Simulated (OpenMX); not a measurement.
Hf under changes of volume

One of the cells (22.380 Å³/atom); the others are scaled copies at fixed shape and fractional positions:

```
Hf
1.0
     3.19670    0.00000    0.00000
    -1.59835    2.76842    0.00000
     0.00000    0.00000    5.05780
Hf
2
Direct
  0.66667 0.33333 0.75000
  0.33333 0.66667 0.25000
```

* Program: OpenMX 3.8.5
* Functional: PBE
* Potentials or basis: OpenMX 2013 PBE set, Hf7.0-s3p2d2, fixed grid of 32 × 32 × 60 points
* k mesh: 11 × 11 × 5
* Occupations: fermi-dirac, width 0.05 eV
* Spin: no spin polarisation

```tsv
volume (Å³/atom)	energy over the lowest point (meV/atom)	largest force (eV/Å)
21.037	38.51	0.014
21.485	?	?
21.933	5.59	0.011
22.380	0.00	0.009
22.828	0.91	0.008
23.276	7.65	0.007
23.723	19.84	0.006
```

What does the run at 21.485 Å³/atom give?

Energy over the lowest point 18.28 meV/atom; largest force 0.012 eV/Å.

Worked out: A Birch-Murnaghan fit of order 3 (a polynomial in V^(-2/3)) to the other rows has its minimum at 22.54 Å³/atom with B0 = V·E''(V) = 112 GPa and B' = 3.4 at fixed shape and positions, which overstates the stiffness. It gives 18.20 meV/atom at 21.485 Å³/atom, against the run's 18.28.

Energies are extrapolated to zero smearing.

Caveats: the basis of atomic orbitals isn't converged, which shifts pressures, moduli and gaps.
